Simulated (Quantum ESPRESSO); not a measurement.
Here is a Quantum ESPRESSO 7.5 calculation.

File pw.in:

```
&CONTROL
  calculation = 'scf'
  prefix = 'pwscf'
  outdir = './tmp'
  pseudo_dir = './pseudo'
  tprnfor = .true.
  tstress = .true.
  disk_io = 'low'
/
&SYSTEM
  ibrav = 0
  nat = 4
  ntyp = 2
  ecutwfc = 45
  ecutrho = 360
  nbnd = 37
  occupations = 'smearing'
  smearing = 'fd'
  degauss = 0.00367493
  nspin = 2
  starting_magnetization(1) = 0.2667
  starting_magnetization(2) = 0
/
&ELECTRONS
  conv_thr = 8d-10
  electron_maxstep = 120
  mixing_beta = 0.3
/
ATOMIC_SPECIES
Mn    54.9380 mn_pbesol_v1.5.uspp.F.UPF
Si    28.0850 si_pbesol_v1.uspp.F.UPF
CELL_PARAMETERS angstrom
   0.0000000000    2.8610000000    2.8610000000
   2.8610000000    0.0000000000    2.8610000000
   2.8610000000    2.8610000000    0.0000000000
ATOMIC_POSITIONS crystal
Mn     0.7500000000    0.7500000000    0.7500000000
Mn     0.2500000000    0.2500000000    0.2500000000
Mn     0.5000000000    0.5000000000    0.5000000000
Si     0.0000000000    0.0000000000    0.0000000000
K_POINTS automatic
7 7 7 0 0 0
HUBBARD {ortho-atomic}
U Mn-3d 8.0
```

nscf.in

```
&CONTROL
  calculation = 'nscf'
  prefix = 'pwscf'
  outdir = './tmp'
  pseudo_dir = './pseudo'
  disk_io = 'low'
/
&SYSTEM
  ibrav = 0
  nat = 4
  ntyp = 2
  ecutwfc = 45
  ecutrho = 360
  nbnd = 37
  occupations = 'tetrahedra_opt'
  nspin = 2
  starting_magnetization(1) = 0.2667
  starting_magnetization(2) = 0
/
&ELECTRONS
  conv_thr = 1d-08
  electron_maxstep = 120
  mixing_beta = 0.3
  startingwfc = 'random'
/
ATOMIC_SPECIES
Mn    54.9380 mn_pbesol_v1.5.uspp.F.UPF
Si    28.0850 si_pbesol_v1.uspp.F.UPF
CELL_PARAMETERS angstrom
   0.0000000000    2.8610000000    2.8610000000
   2.8610000000    0.0000000000    2.8610000000
   2.8610000000    2.8610000000    0.0000000000
ATOMIC_POSITIONS crystal
Mn     0.7500000000    0.7500000000    0.7500000000
Mn     0.2500000000    0.2500000000    0.2500000000
Mn     0.5000000000    0.5000000000    0.5000000000
Si     0.0000000000    0.0000000000    0.0000000000
K_POINTS automatic
11 11 11 0 0 0
HUBBARD {ortho-atomic}
U Mn-3d 8.0
```

The input projwfc.in:

```
&PROJWFC
  prefix = 'pwscf'
  outdir = './tmp'
  filpdos = 'p'
  Emin = 4
  Emax = 29
  DeltaE = 0.05
/
```

Potentials or basis: GBRV 1.5 PBEsol.

Launch:

```console
$ OMP_NUM_THREADS=1 mpirun -n 2 pw.x -nk 2 -in pw.in > pw.out
$ OMP_NUM_THREADS=1 mpirun -n 2 pw.x -nk 2 -in nscf.in > nscf.out
$ OMP_NUM_THREADS=1 mpirun -n 1 projwfc.x -in projwfc.in > projwfc.out
```

**Question.** Estimate the Loewdin charges.

**Answer.** Mn -0.28, -0.05; Si +0.72 e.

**Question.** Predict the pressure.

**Answer.** 65.2 GPa.

Eigenvalues of the final occupation matrices:
| site | spin | trace | eigenvalues |
| --- | --- | --- | --- |
| Mn 1 3d | 1 | 4.84 | 0.96 0.96 0.96 0.98 0.98 |
| Mn 1 3d | 2 | 0.71 | 0.09 0.09 0.09 0.23 0.23 |
| Mn 2 3d | 1 | 4.84 | 0.96 0.96 0.96 0.98 0.98 |
| Mn 2 3d | 2 | 0.71 | 0.09 0.09 0.09 0.23 0.23 |
| Mn 3 3d | 1 | 4.91 | 0.98 0.98 0.98 0.99 0.99 |
| Mn 3 3d | 2 | 0.46 | 0.07 0.07 0.07 0.12 0.12 |

Caveat: a pressure of tens of GPa on the cell as given is suspect, and the run, the potentials or the cell itself is likely at fault; the U is typed as a test and isn't derived for this compound. The state reached can hang on the start; a lower one may exist.
